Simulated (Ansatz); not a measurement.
# Polymorphs of MgGe2

Theory: DFT PBE, scalar-relativistic, plane waves, PAW in Ansatz. All cells share a 420 eV cutoff and Γ-centred k meshes spaced at most 0.3 Å⁻¹ (0.19 for metals, 2π included).

Temperature and zero-point effects are left out. Larger cells and other orderings weren't all tried, so the list isn't exhaustive. The k mesh leaves about 4 meV/atom of noise in metals. No run is spin-polarised.

| # | started from | space group | atoms | V (Å³/atom) | ΔE (meV/atom) | gap on mesh (eV) |
| --- | --- | --- | --- | --- | --- | --- |
| 1 | database cell | P-3m1 (No. 164) | 3 | 21.2 | 0 | 0.00 |
| 2 | rutile type, changed | P4_2/mnm (No. 136) | 6 | 24.7 | 427 | 0.00 |

The lowest structure: Space group P-3m1 (No. 164), trigonal, a = 3.884 Å, c = 4.874 Å. Mg is coordinated by 6 Ge at 2.91 Å; Ge has 3 Ge at 2.53 Å and 3 Mg at 2.91 Å. Its energy against the elements is 0.01 eV/atom. Formation energies are uncorrected and refer to the lowest elemental structures computed at the same level.

```xyz
3
Lattice="3.8843 0.0000 0.0000 -1.9421 3.3639 0.0000 0.0000 0.0000 4.8744" Properties=species:S:1:pos:R:3 pbc="T T T"
Mg    0.0000    0.0000    2.4372
Ge    0.0000    2.2426    0.5906
Ge    1.9421    1.1213    4.2838
```

The second: Space group P4_2/mnm (No. 136), tetragonal, a = 7.226 Å, c = 2.835 Å. Mg is coordinated by 6 Ge at 2.72–2.78 Å and 2 Mg at 2.83 Å; Ge is coordinated by 3 Mg at 2.72–2.78 Å and 2 Ge at 2.83 Å.